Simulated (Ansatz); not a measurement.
A point defect in BP

The calculation used DFT PBE, scalar-relativistic, plane waves, PAW (Ansatz). Settings: 420 eV cutoff, 2×2×2 k-mesh, shifted by half a step, Gaussian smearing of 0.01 eV, collinear spin in charge 0, +2 alone.

Host crystal, relaxed:

```
CELL_PARAMETERS angstrom
0.00000 2.27410 2.27410
2.27410 0.00000 2.27410
2.27410 2.27410 0.00000
ATOMIC_POSITIONS crystal
B 0.00000 0.00000 0.00000
P 0.25000 0.25000 0.25000
```

Supercell of 32 atoms, rows in host cell vectors: -1 -1 -1; 3 -1 -1; -1 -1 3. Atoms relax at the host's cell from a start displaced at random by 0.06 Å near the defect, so other minima may exist. The cell is small, so energies carry finite-size errors of tenths of an eV. The host's Kohn–Sham gap is 1.25 eV. Atoms are taken from and returned to the elements' standard states. Charged cells are corrected for image charges with the computed static dielectric tensor (mean 9.3) and aligned with the host's potential at far atoms (alignment terms reach 0.84 eV). No band-filling term is added, and the Fermi level counts from the host's valence band top.

Starting moments were lost in some runs.

The defect is an interstitial at (0.500, 0.500, 0.500) of the host cell.

```json
{"charge": "+3", "E_f at the valence band top (eV)": "9.39", "over the neutral state (eV)": "2.32", "moment (μB)": "0.00", "largest move (Å)": "1.62", "atoms near the site": "2 B at 1.85 Å, 1 P at 1.99 Å"}
{"charge": "+2", "E_f at the valence band top (eV)": "7.92", "over the neutral state (eV)": "0.85", "moment (μB)": "0.00", "largest move (Å)": "1.62", "atoms near the site": "2 B at 1.85 Å, 1 P at 1.97 Å"}
{"charge": "+1", "E_f at the valence band top (eV)": "7.23", "over the neutral state (eV)": "0.16", "moment (μB)": "0.00", "largest move (Å)": "1.39", "atoms near the site": "1 B at 1.86 Å, 1 B at 1.88 Å, 1 P at 1.97 Å"}
{"charge": "0", "E_f at the valence band top (eV)": "7.07", "over the neutral state (eV)": "0.00", "moment (μB)": "0.00", "largest move (Å)": "1.19", "atoms near the site": "1 B at 1.85 Å, 1 B at 1.92 Å, 1 P at 1.99 Å"}
```

Among the charges computed the stable one is 0 at the valence band top and stays so across the gap. In charge +3, +2 the extra carrier would gain by moving to a band edge of the host, so it isn't bound in the gap. In charge +2, +1, 0 the cell has partly filled bands: a level of the defect may be part filled, the carrier may sit in the host's bands, or levels may cross between the k points, so transitions that involve it are doubtful. Other sites of the defect weren't tried.

(1) Which element is it? Judge by the nearest distance in charge 0 and covalent radii.
A. Ca
B. In
C. Zn
D. P
E. Sc

## Answers

(1) D. The nearest neighbour is B at 1.85 Å, and the summed covalent radii with B are 2.60 Å for Ca, 2.26 Å for In, 1.91 Å for P, 2.54 Å for Sc, 2.06 Å for Zn, so P fits best. Bonds can miss such sums by a tenth of an ångström or more.